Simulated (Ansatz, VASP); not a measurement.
# Ga: VASP beside Ansatz

INCAR

```
PREC = Accurate
ENCUT = 520
EDIFF = 1E-7
ISMEAR = -1
SIGMA = 0.05
LREAL = False
LASPH = True
NELM = 60
ALGO = Normal
ISIF = 2
LWAVE = False
LCHARG = False
GGA = PE
NBANDS = 12
```

File KPOINTS:

```
Automatic mesh
0
Gamma
  13 13 13
```

Contents of POSCAR:

```
Ga
1.0
   -1.3843987196      1.3843987196      2.3112238365
    1.3843987196     -1.3843987196      2.3112238365
    1.3843987196      1.3843987196     -2.3112238365
Ga
1
Direct
    0.0000000000      0.0000000000      0.0000000000
```

input.yaml

```yaml
crystal:
  lattice:
    - [-1.3843987196, 1.3843987196, 2.3112238365]
    - [1.3843987196, -1.3843987196, 2.3112238365]
    - [1.3843987196, 1.3843987196, -2.3112238365]
  atoms:
    - { symbol: Ga, position: [0.0, 0.0, 0.0] }
hamiltonian:
  xc: pbe
  pseudopotentials: { kind: paw }
kpoints:
  mp_grid: { grid: [13, 13, 13] }
scf:
  occupations: { method: fermi_dirac, width: 0.05 }
output:
  forces: true
  stress: true
  eigenvalues: true
```

This isn't the form of Ga at room conditions, which is orthorhombic.

Alike in both runs: task single point; functional PBE; k mesh 13 × 13 × 13; occupations fermi-dirac, width 0.05 eV; no spin polarisation.

|  | VASP | Ansatz |
| --- | --- | --- |
| version | VASP 6.6.1 | Ansatz 0.2.0 |
| potentials or method | VASP PAW PBE potentials, release 64 (Ga_d) | Ansatz PAW |
| plane-wave cutoff (eV) | 520 | 420 |
| valence electrons in the cell | 13 | 13 |

VASP gave:

* gap on the k mesh at the Fermi level (eV): none
* pressure (GPa): 3.6
* largest component of the traceless stress (GPa): 0.33

Estimate Ansatz's values.

gap on the k mesh at the Fermi level (eV): none; pressure (GPa): 3.5; largest component of the traceless stress (GPa): 0.30.

A gap of «none» marks a metal or a gap that the smearing closes.
